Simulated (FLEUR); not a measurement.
## Fe under changes of volume

One of the cells (12.019 Å³/atom); the others are scaled copies at fixed shape and fractional positions:

```
Fe
1.0
    -1.44300    1.44300    1.44300
     1.44300   -1.44300    1.44300
     1.44300    1.44300   -1.44300
Fe
1
Direct
  0.00000 0.00000 0.00000
```

- Program: FLEUR MaX-R8.1 (later development tree)
- Functional: SCAN
- Potentials or basis: all-electron
- Basis: FLAPW
- Kmax: 4.58 1/bohr
- k mesh: 13 × 13 × 13
- Occupations: fermi-dirac, width 0.05 eV
- Spin: collinear spin, ferromagnetic start
- Starting moments: [3.0] μB

| volume (Å³/atom) | energy over the lowest point (meV/atom) | moment (μB per cell) |
| --- | --- | --- |
| 11.298 | 5.22 | 2.64 |
| 11.538 | 0.00 | 2.65 |
| 12.019 | ? | ? |
| 12.499 | 38.67 | 2.68 |
| 12.740 | 59.94 | 2.69 |

**Question.** What does the run at 12.019 Å³/atom give?

**Answer.** Energy over the lowest point 8.79 meV/atom; moment 2.66 μB per cell.

Worked out: A Birch-Murnaghan fit of order 2 (a polynomial in V^(-2/3)) to the other rows has its minimum at 11.60 Å³/atom with B0 = V·E''(V) = 202 GPa. It gives 8.85 meV/atom at 12.019 Å³/atom, against the run's 8.79. A straight line through the other rows of the moment, of slope 0.0336 μB per Å³/atom, gives 2.67 μB, against the run's 2.66.

Energies are extrapolated to zero smearing.

Caveats: the meta-GGA is that of a development version, with a GGA for the radial functions and cores and without core tails.
